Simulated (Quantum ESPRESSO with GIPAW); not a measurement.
**Solid-state NMR of Si3N4 by GIPAW**

Aim: the magnetic shielding of every site in Si3N4.

Program: Quantum ESPRESSO with GIPAW 8.0dev (patched build). Level of theory: DFT, PBEsol, plane-wave PAW (pslibrary 1.0.0 recipes), scalar-relativistic, GIPAW; a patched development version of the program. Results are calculated unless marked as measured.

**1. Starting point**

The structure is cubic, space group I-43d (No. 220). Conventional cell: a = 6.475 Å, b = 6.475 Å, c = 6.475 Å, α = 90.00°, β = 90.00°, γ = 90.00°. Nearest to Si lie 4 N at 1.75 Å. Nearest to N lie 3 Si at 1.75 Å. Farther neighbours and most contacts between anions are not listed.

The cell is an entry of the Crystallography Open Database; it need not be the form that is stable at ambient conditions.

A relaxation of the atoms beforehand (Quantum ESPRESSO with GIPAW) moved none by more than 0.003 Å.

**2. Self-consistent run**

The shielding is a linear response of the occupied states, which this run provides. It is converged far beyond what an energy needs, since the response uses the wavefunctions themselves. No empty states are asked for: the response is solved without them. The mesh has a spacing of 0.35 Å⁻¹ at most. The PAW files were made with ld1.x from the pslibrary 1.0.0 recipes, with GIPAW reconstruction switched on.

scf.in reads:

```
&control
  calculation = 'scf'
  prefix = 'x'
  outdir = './tmp/'
  pseudo_dir = './'
/
&system
  ibrav = 0
  nat = 14
  ntyp = 2
  ecutwfc = 55
  ecutrho = 340
  nbnd = 32
/
&electrons
  conv_thr = 1.0d-10
  mixing_beta = 0.7
  electron_maxstep = 100
/
ATOMIC_SPECIES
  Si 28.085 Si.pbesol-n-kjpaw_psl.1.0.0-gipaw.UPF
  N 14.007 N.pbesol-n-kjpaw_psl.1.0.0-gipaw.UPF
CELL_PARAMETERS angstrom
  -3.23735000 3.23735000 3.23735000
  3.23735000 -3.23735000 3.23735000
  3.23735000 3.23735000 -3.23735000
ATOMIC_POSITIONS crystal
  Si 0.37500000 0.62500000 0.75000000
  Si 0.12500000 0.87500000 0.25000000
  Si 0.62500000 0.75000000 0.37500000
  Si 0.75000000 0.37500000 0.62500000
  Si 0.87500000 0.25000000 0.12500000
  Si 0.25000000 0.12500000 0.87500000
  N 0.50000000 -0.00000000 0.43720000
  N -0.00000000 0.93720000 0.50000000
  N 0.06280000 0.06280000 0.06280000
  N 0.93720000 0.50000000 0.00000000
  N -0.00000000 0.43720000 0.50000000
  N 0.50000000 -0.00000000 0.93720000
  N 0.43720000 0.50000000 0.00000000
  N 0.56280000 0.56280000 0.56280000
K_POINTS automatic
  4 4 4 0 0 0
```

Command:

```console
$ mpirun -np 4 pw.x -nk 4 -in scf.in > scf.out
```

Log:

```text
[...]
as large as its charge; the limit is 4.5
     Functions over the limit replaced by smooth ones with the moment of the charge, as mend_augmentation asks: 2
     This moves results (see INPUT_PW). Waves and levels in the save fit builds from 8.0dev_s219 on
     using ibrav=0 with symmetry is DISCOURAGED, use correct ibrav instead

     bravais-lattice index     =            0
     lattice parameter (alat)  =      10.5962  a.u.
     unit-cell volume          =     915.8525 (a.u.)^3
     number of atoms/cell      =           14
     number of atomic types    =            2
     number of electrons       =        64.00
     number of Kohn-Sham states=           32
     kinetic-energy cutoff     =      55.0000  Ry
     charge density cutoff     =     340.0000  Ry
     scf convergence threshold =      1.0E-10
     mixing beta               =       0.7000
     number of iterations used =            8  plain     mixing
     Exchange-correlation= SLA-PW-PSX-PSC
                           (   1   4  10   8   0   0   0)
[...]
Si                4.00    28.08500     Si( 1.00)
     N                 5.00    14.00700     N ( 1.00)

     24 Sym. Ops. (no inversion) found (21 have fractional translation)
[...]
number of k points=     8
[...]
Dense  grid:    96987 G-vectors     FFT dimensions: (  64,  64,  64)

     Smooth grid:    50357 G-vectors     FFT dimensions: (  54,  54,  54)

     Check: negative core charge=   -0.000004

     Initial potential from superposition of free atoms

     starting charge      63.9967, renormalised to      64.0000
     Starting wfcs are   56 randomized atomic wfcs

     Self-consistent Calculation

     iteration #  1     ecut=    55.00 Ry     beta= 0.70
     Davidson diagonalization with overlap
     ethr =  1.00E-02,  avg # of iterations =  2.0

     total energy              =    -495.86616865 Ry
     estimated scf accuracy    <       3.76863485 Ry

     iteration #  2     ecut=    55.00 Ry     beta= 0.70
     Davidson diagonalization with overlap
     ethr =  5.89E-03,  avg # of iterations =  2.2

     total energy              =    -497.13397361 Ry
     estimated scf accuracy    <       1.84416254 Ry

     iteration #  3     ecut=    55.00 Ry     beta= 0.70
     Davidson diagonalization with overlap
     ethr =  2.88E-03,  avg # of iterations =  2.0

     total energy              =    -497.37747256 Ry
     estimated scf accuracy    <       0.03206719 Ry

[...]
total energy              =    -497.39832179 Ry
[...]
iteration # 13     ecut=    55.00 Ry     beta= 0.70
     Davidson diagonalization with overlap
     ethr =  3.40E-12,  avg # of iterations =  2.6

     total energy              =    -497.39832179 Ry
     estimated scf accuracy    <          2.0E-10 Ry

     iteration # 14     ecut=    55.00 Ry     beta= 0.70
     Davidson diagonalization with overlap
     ethr =  3.16E-13,  avg # of iterations =  4.4

     End of self-consistent calculation
     [one-electron energies left out]

!    total energy              =    -497.39832179 Ry
     total all-electron energy =     -4348.204127 Ry
     estimated scf accuracy    <          3.9E-12 Ry

     The total energy is the sum of the following terms:
     one-electron contribution =       8.12376170 Ry
     hartree contribution      =      40.55454599 Ry
     xc contribution           =     -83.89067430 Ry
     ewald contribution        =    -193.91166245 Ry
     one-center paw contrib.   =    -268.27429273 Ry

     convergence has been achieved in  14 iterations
[...]
JOB DONE.
```

Elapsed: 37 s, on 4 MPI ranks of Arm Neoverse V1, shared host; peak memory 0.84 GiB.

It converged in 14 cycles to an estimated accuracy of 4e-12 Ry, on 8 irreducible k-points.

**3. Shieldings**

The job finds the current that a weak uniform field induces (applied as a long wave, q_gipaw) and the field that this current makes at each nucleus. On atoms with p or d valence electrons much of the paramagnetic part arises close to the nucleus, where the PAW partial waves rebuild the true states. pawproj makes the reconstruction use the PAW data sets' own projectors.

nmr.in reads:

```
&inputgipaw
  job = 'nmr'
  prefix = 'x'
  tmp_dir = './tmp/'
  restart_mode = 'from_scratch'
  verbosity = 'low'
  q_gipaw = 0.01
  spline_ps = .true.
  conv_threshold = 1.0d-11
  use_nmr_macroscopic_shape = .false.
  pawproj(1) = .true.
  pawproj(2) = .true.
/
```

Command:

```console
$ mpirun -np 4 gipaw.x -in nmr.in > nmr.out
```

Log:

```text
[banner, memory and clock lines left out]
[a note of our patched build left out]

     Parallelizing q-star over 1 images

     IMPORTANT: XC functional enforced from input :
     Exchange-correlation= PBESOL
                           (   1   4  10   8   0   0   0)
     Any further DFT definition will be discarded
     Please, verify this is what you really want

     In N.pbesol-n-kjpaw_psl.1.0.0-gipaw.UPF the largest augmentation function (projectors 1 and 4, L = 1) is 9.4 times
     as large as its charge; the limit is 4.5
     Functions over the limit replaced by smooth ones with the moment of the charge, as in the saved run: 2

     Check: negative core charge=   -0.000004
[...]
alpha_pv=     36.3313 eV

     spline_ps is .false., expect some extrapolation errors

     q-space interpolation up to    66.00 Rydberg

     GIPAW job: nmr
     NMR macroscopic correction: no
[...]
Computing the magnetic susceptibility     isolve=0    ethr=  0.1000E-10
     Starting from scratch
     k-point #    1 of     8      pool #  1    cpu time:       1.4
[...]
End of magnetic susceptibility calculation

     f-sum rule (1st term):
           -63.1757          0.0000         -0.0000
             0.0000        -63.1757          0.0000
            -0.0000         -0.0000        -63.1757

     f-sum rule (2nd term):
            -1.0206         -0.0000         -0.0000
            -0.0000         -1.0206         -0.0000
            -0.0000         -0.0000         -1.0206

     f-sum rule (should be   -64.1933):
           -64.1963          0.0000         -0.0000
             0.0000        -64.1963          0.0000
            -0.0000         -0.0000        -64.1963

[... susceptibilities left out ...]
     Contributions to the NMR chemical shifts: -------------------------------

     Macroscopic shape contribution in ppm:                    0.00
             0.0000          0.0000          0.0000
             0.0000          0.0000          0.0000
             0.0000          0.0000          0.0000

     Core contribution in ppm:

     Atom  1  Si  pos: (  0.577350  0.288675  0.144338)  core sigma:         836.91
     Atom  2  Si  pos: (  0.577350 -0.288675  0.433013)  core sigma:         836.91
     Atom  3  Si  pos: (  0.288675  0.144338  0.577350)  core sigma:         836.91
     Atom  4  Si  pos: (  0.144338  0.577350  0.288675)  core sigma:         836.91
     Atom  5  Si  pos: ( -0.288675  0.433013  0.577350)  core sigma:         836.91
     Atom  6  Si  pos: (  0.433013  0.577350 -0.288675)  core sigma:         836.91
     Atom  7  N   pos: ( -0.036258  0.541093  0.036258)  core sigma:         235.22
     Atom  8  N   pos: (  0.829768 -0.252418  0.252418)  core sigma:         235.22
     Atom  9  N   pos: (  0.036258  0.036258  0.036258)  core sigma:         235.22
     Atom 10  N   pos: ( -0.252418  0.252418  0.829768)  core sigma:         235.22
     Atom 11  N   pos: (  0.541093  0.036258 -0.036258)  core sigma:         235.22
     Atom 12  N   pos: (  0.252418  0.829768 -0.252418)  core sigma:         235.22
     Atom 13  N   pos: (  0.036258 -0.036258  0.541093)  core sigma:         235.22
     Atom 14  N   pos: (  0.324933  0.324933  0.324933)  core sigma:         235.22

     Bare contribution in ppm:

     Atom  1  Si  pos: (  0.577350  0.288675  0.144338)  bare sigma:         -31.53
[...]
Atom  2  Si  pos: (  0.577350 -0.288675  0.433013)  bare sigma:         -31.53
[...]
Atom  3  Si  pos: (  0.288675  0.144338  0.577350)  bare sigma:         -31.53
[...]
Atom  4  Si  pos: (  0.144338  0.577350  0.288675)  bare sigma:         -31.53
[...]
Atom  5  Si  pos: ( -0.288675  0.433013  0.577350)  bare sigma:         -31.53
[...]
Atom  6  Si  pos: (  0.433013  0.577350 -0.288675)  bare sigma:         -31.53
[...]
Atom  7  N   pos: ( -0.036258  0.541093  0.036258)  bare sigma:           2.21
[...]
Atom  8  N   pos: (  0.829768 -0.252418  0.252418)  bare sigma:           2.21
[...]
Atom  9  N   pos: (  0.036258  0.036258  0.036258)  bare sigma:           2.21
[...]
Atom 10  N   pos: ( -0.252418  0.252418  0.829768)  bare sigma:           2.21
[...]
Atom 11  N   pos: (  0.541093  0.036258 -0.036258)  bare sigma:           2.21
[...]
Atom 12  N   pos: (  0.252418  0.829768 -0.252418)  bare sigma:           2.21
[...]
Atom 13  N   pos: (  0.036258 -0.036258  0.541093)  bare sigma:           2.21
[...]
Atom 14  N   pos: (  0.324933  0.324933  0.324933)  bare sigma:           2.21
[...]
Diamagnetic contribution in ppm:

     Atom  1  Si  pos: (  0.577350  0.288675  0.144338)  dia sigma:           1.80
[...]
Atom  2  Si  pos: (  0.577350 -0.288675  0.433013)  dia sigma:           1.80
[...]
Atom  3  Si  pos: (  0.288675  0.144338  0.577350)  dia sigma:           1.80
[...]
Atom  4  Si  pos: (  0.144338  0.577350  0.288675)  dia sigma:           1.80
[...]
Atom  5  Si  pos: ( -0.288675  0.433013  0.577350)  para sigma:        -443.09
[...]
Atom  6  Si  pos: (  0.433013  0.577350 -0.288675)  para sigma:        -443.09
[...]
Atom  7  N   pos: ( -0.036258  0.541093  0.036258)  para sigma:         -84.30
[...]
Atom  8  N   pos: (  0.829768 -0.252418  0.252418)  para sigma:         -84.30
[...]
Atom  9  N   pos: (  0.036258  0.036258  0.036258)  para sigma:         -84.30
[...]
Atom 10  N   pos: ( -0.252418  0.252418  0.829768)  para sigma:         -84.30
[...]
Atom 11  N   pos: (  0.541093  0.036258 -0.036258)  para sigma:         -84.30
[...]
Atom 12  N   pos: (  0.252418  0.829768 -0.252418)  para sigma:         -84.30
[...]
Atom 13  N   pos: (  0.036258 -0.036258  0.541093)  para sigma:         -84.30
[...]
Atom 14  N   pos: (  0.324933  0.324933  0.324933)  para sigma:         -84.30
[...]
Paramagnetic US occ-occ contribution in ppm:

     Atom  1  Si  pos: (  0.577350  0.288675  0.144338)  para_oo sigma:          -2.85
[...]
Atom  2  Si  pos: (  0.577350 -0.288675  0.433013)  para_oo sigma:          -2.85
[...]
Atom  3  Si  pos: (  0.288675  0.144338  0.577350)  para_oo sigma:          -2.85
[...]
Atom  4  Si  pos: (  0.144338  0.577350  0.288675)  para_oo sigma:          -2.85
[...]
Atom  5  Si  pos: ( -0.288675  0.433013  0.577350)  para_oo sigma:          -2.85
[...]
Atom  6  Si  pos: (  0.433013  0.577350 -0.288675)  para_oo sigma:          -2.85
[...]
Atom  7  N   pos: ( -0.036258  0.541093  0.036258)  para_oo sigma:          -1.11
[...]
Atom  8  N   pos: (  0.829768 -0.252418  0.252418)  para_oo sigma:          -1.11
[...]
Atom  9  N   pos: (  0.036258  0.036258  0.036258)  para_oo sigma:          -1.11
[...]
Atom 10  N   pos: ( -0.252418  0.252418  0.829768)  para_oo sigma:          -1.11
[...]
Atom 11  N   pos: (  0.541093  0.036258 -0.036258)  para_oo sigma:          -1.11
[...]
Atom 12  N   pos: (  0.252418  0.829768 -0.252418)  para_oo sigma:          -1.11
[...]
Atom 13  N   pos: (  0.036258 -0.036258  0.541093)  para_oo sigma:          -1.11
[...]
Atom 14  N   pos: (  0.324933  0.324933  0.324933)  para_oo sigma:          -1.11
[...]
Paramagnetic US L_R Q_R contribution in ppm:

     Atom  1  Si  pos: (  0.577350  0.288675  0.144338)  para_lq sigma:          10.29
[...]
Atom  2  Si  pos: (  0.577350 -0.288675  0.433013)  para_lq sigma:          10.29
[...]
Atom  3  Si  pos: (  0.288675  0.144338  0.577350)  para_lq sigma:          10.29
[...]
Atom  4  Si  pos: (  0.144338  0.577350  0.288675)  para_lq sigma:          10.29
[...]
Atom  5  Si  pos: ( -0.288675  0.433013  0.577350)  para_lq sigma:          10.29
[...]
Atom  6  Si  pos: (  0.433013  0.577350 -0.288675)  para_lq sigma:          10.29
[...]
Atom  7  N   pos: ( -0.036258  0.541093  0.036258)  para_lq sigma:         -50.71
[...]
Atom  8  N   pos: (  0.829768 -0.252418  0.252418)  para_lq sigma:         -50.71
[...]
Atom  9  N   pos: (  0.036258  0.036258  0.036258)  para_lq sigma:         -50.71
[...]
Atom 10  N   pos: ( -0.252418  0.252418  0.829768)  para_lq sigma:         -50.71
[...]
Atom 11  N   pos: (  0.541093  0.036258 -0.036258)  para_lq sigma:         -50.71
[...]
Atom 12  N   pos: (  0.252418  0.829768 -0.252418)  para_lq sigma:         -50.71
[...]
Atom 13  N   pos: (  0.036258 -0.036258  0.541093)  para_lq sigma:         -50.71
[...]
Atom 14  N   pos: (  0.324933  0.324933  0.324933)  para_lq sigma:         -50.71
[...]
Total NMR chemical shifts in ppm: ---------------------------------------
     (adopting the Simpson convention for anisotropy and asymmetry)-----------

     Atom  1  Si  pos: (  0.577350  0.288675  0.144338)  Total sigma:         371.53
           363.0056        -13.1148          0.0000
            13.1148        363.0056          0.0000
             0.0000          0.0000        388.5922

     Si      1    anisotropy:     25.59    eta:    0.0000
[...]
Atom  2  Si  pos: (  0.577350 -0.288675  0.433013)  Total sigma:         371.53
[... its tensor is left out ...]
     Atom  3  Si  pos: (  0.288675  0.144338  0.577350)  Total sigma:         371.53
[... its tensor is left out ...]
     Atom  4  Si  pos: (  0.144338  0.577350  0.288675)  Total sigma:         371.53
[... its tensor is left out ...]
     Atom  5  Si  pos: ( -0.288675  0.433013  0.577350)  Total sigma:         371.53
[... its tensor is left out ...]
     Atom  6  Si  pos: (  0.433013  0.577350 -0.288675)  Total sigma:         371.53
[... its tensor is left out ...]
     Atom  7  N   pos: ( -0.036258  0.541093  0.036258)  Total sigma:         108.45
           108.4465         11.4641        -20.2094
            20.2094        108.4465        -11.4641
           -11.4641        -20.2094        108.4465

     N       7    anisotropy:     47.51    eta:    0.0000
[...]
Atom  8  N   pos: (  0.829768 -0.252418  0.252418)  Total sigma:         108.45
[... its tensor is left out ...]
     Atom  9  N   pos: (  0.036258  0.036258  0.036258)  Total sigma:         108.45
[... its tensor is left out ...]
     Atom 10  N   pos: ( -0.252418  0.252418  0.829768)  Total sigma:         108.45
[... its tensor is left out ...]
     Atom 11  N   pos: (  0.541093  0.036258 -0.036258)  Total sigma:         108.45
[... its tensor is left out ...]
     Atom 12  N   pos: (  0.252418  0.829768 -0.252418)  Total sigma:         108.45
[... its tensor is left out ...]
     Atom 13  N   pos: (  0.036258 -0.036258  0.541093)  Total sigma:         108.45
[... its tensor is left out ...]
     Atom 14  N   pos: (  0.324933  0.324933  0.324933)  Total sigma:         108.45
[... its tensor is left out ...]
```

The job ended after 6.4 min (4 MPI ranks; peak memory 0.49 GiB).

The f-sum rule is met to 0.0030 of 64.2 (0.005 %). Converged shieldings require that this miss be small, but a small miss does not prove them. This build smooths some augmentation functions of the files as it reads them, which, it says, moves results; by how much was not measured here.

From the symmetric part of each tensor, with principal values σ11 ≤ σ22 ≤ σ33: σ_iso is their mean, the span is σ33 − σ11 and the skew 3(σ_iso − σ22)/span. (gipaw.x prints an anisotropy in another convention.)

```
site  atom no.  atoms in cell  σ_iso (ppm)  span (ppm)  skew
  Si         1              6        371.5        25.6  1.00
   N         7              8        108.4        47.5  1.00
```

The macroscopic shape term is switched off. For a spherical sample the valence susceptibility of this run would add about 9 ppm to every site, a rough estimate, since the susceptibility converges slowly and lacks part of the PAW terms. Differences within the crystal don't depend on it, but shieldings of different compounds can't be compared to better than a few ppm without it.

An axis of order three or more runs through Si and N, so two principal values coincide and the skew is ±1. In this run the largest span is that of N (site symmetry 3), with principal values 92.6, 92.6 and 140.1 ppm.

**4. From shieldings to shifts**

Covalently bonded atoms count as neighbours within 1.18 times the sum of their radii. Otherwise a cation's neighbours lie within 1.2 times its shortest bond (1.3 for large cations, each anion's radius taken off where they differ), and an anion's are the cations that count it.

```
site  atom no.  atoms in cell  surroundings  bonds (Å)  σ_iso (ppm)
  Si         1              6          SiN4      1.752        371.5
   N         7              8  bound to Si3      1.752        108.4
```

Simulated spectrum: 15N static powder, 9.4 T (40.6 MHz), lines broadened by 1 ppm; the axis counts ppm from the isotropic position of N, as −Δσ; rigid lattice, with dipolar and J couplings left out.

```
offset (ppm)  intensity
        21.7       0.00
        19.9       0.00
        18.1       0.01
        16.2       0.43
        15.5       1.00
        14.5       0.62
        12.7       0.39
        10.8       0.31
         9.1       0.27
         7.3       0.24
         5.5       0.21
         3.8       0.20
         1.9       0.18
         0.1       0.17
        -1.8       0.16
        -3.5       0.16
        -5.3       0.15
        -7.1       0.14
        -8.8       0.14
       -10.7       0.13
       -12.5       0.13
       -14.2       0.13
       -16.1       0.12
       -17.9       0.12
       -19.7       0.11
       -21.4       0.11
       -23.3       0.11
       -25.1       0.11
       -26.8       0.11
       -28.6       0.10
       -30.5       0.10
       -32.2       0.01
       -34.0       0.00
       -35.9       0.00
       -37.6       0.00
```

Most prominent maxima (ppm: height): 15.5: 1.00.

**5. Outcome**

* 29Si shielding without shape term: 371.5 ppm
* 15N shielding without shape term: 108.4 ppm

What this shows: 29Si has one site (SiN4), with isotropic shielding 371.5 ppm (shape term left out). A shift needs a reference, δ = σ_ref − σ, fixed on measured compounds; for 29Si of this kind at this level too few were at hand, or they scattered too widely about a line, so none is given. No sound run at another cutoff or mesh is at hand, so convergence rests on the f-sum rule and on experience with these files. This build of gipaw.x prints that it is not audited and that its numbers are no references by themselves. It also reports spline_ps as false although the input sets it; why was not traced.

[Banner, clock, file and message-heading lines were taken out of the pw.x and gipaw.x logs.]

[Logs are printed without paths, hosts, clocks, repeated set-up lines and the standing remarks that a program may print on its own settings, such as how far it seeks lower states.]

[Hosts, paths, dates, database ids (printed as entryN), source tags and the programs' standing remarks are cut or masked in the printed files.]

[Where no reference line passes its bar on scatter, no shift is given, so a measured shift of this compound may stand uncompared.]
